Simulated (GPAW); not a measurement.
## Sr in GPAW: convergence with k mesh

Input of the first run (k mesh 2 × 2 × 2); the others differ in this setting and in those tied to it:

File run.py:

```python
from ase.dft.bandgap import bandgap
from ase.io import read, write
from ase.units import GPa
from gpaw import GPAW, PW

atoms = read('POSCAR')

calc = GPAW(mode=PW(600),
            xc='LDA',
            kpts={'size': (2, 2, 2), 'gamma': True},
            occupations={'name': 'fermi-dirac', 'width': 0.05},
            nbands=19,
            convergence={'density': 1e-05, 'energy': 1e-05},
            maxiter=100,
            txt='gpaw.txt')
atoms.calc = calc
energy = atoms.get_potential_energy()
forces = atoms.get_forces()
stress = atoms.get_stress()
calc.write('gs.gpw')
write('result.traj', atoms)
print(f'Energy: {energy:.6f} eV')
print('Forces (eV/A):')
print(forces.round(4))
print('Stress (GPa):', (stress / GPa).round(3))
print('Fermi level:', round(calc.get_fermi_level(), 4), 'eV')
print(f'Gap: {bandgap(calc)[0]:.4f} eV, direct: {bandgap(calc, direct=True)[0]:.4f} eV')
```

The input POSCAR:

```
Sr
1.0
   -3.7063582770      3.7063582770      2.0208764669
    3.7063582770     -3.7063582770      2.0208764669
    3.7063582770      3.7063582770     -2.0208764669
Sr
2
Direct
    0.0000000000      0.0000000000      0.0000000000
    0.7500000000      0.2500000000      0.5000000000
```

Potentials or basis: the program's PAW data sets (release 1.2.1) made for this functional, pw.

Launch:

```console
$ OMP_NUM_THREADS=1 python run.py
```

This isn't the form of Sr at room conditions, which is fcc.

Hardware: 1 thread of Arm Neoverse V2 (shared host).

Problem. The values tried are 2 × 2 × 2, 3 × 3 × 3, 4 × 4 × 4, 5 × 5 × 5, 6 × 6 × 6, 7 × 7 × 7, 8 × 8 × 8, 10 × 10 × 10, loosest first. From which on does the pressure stay within 0.1 GPa of the tightest run that finished?

Solution. From 5 × 5 × 5 on.

```
      k mesh  energy less the tightest run, at zero smearing (meV/atom)  pressure (GPa)  SCF cycles  CPU time (s)  peak memory (GiB)
   2 × 2 × 2                                                      -1.29           -1.44          16           6.4               0.16
   3 × 3 × 3                                                     -13.05           -0.78          15           8.3               0.17
   4 × 4 × 4                                                      14.23           -0.69          11            12               0.18
   5 × 5 × 5                                                       3.67           -1.05          12            18               0.19
   6 × 6 × 6                                                      -0.17           -1.15          16            42               0.21
   7 × 7 × 7                                                       0.30           -1.14          16            52               0.23
   8 × 8 × 8                                                      -2.45           -1.15          16            76               0.26
10 × 10 × 10                                                       0.00           -1.15          16           130               0.34
```

Not settled before the last step: the energy (to 1 meV/atom). Meshes of other sizes hit other points, so gaps and Fermi surfaces needn't settle smoothly. The tightest run that finished is the yardstick and may itself not be fully converged.
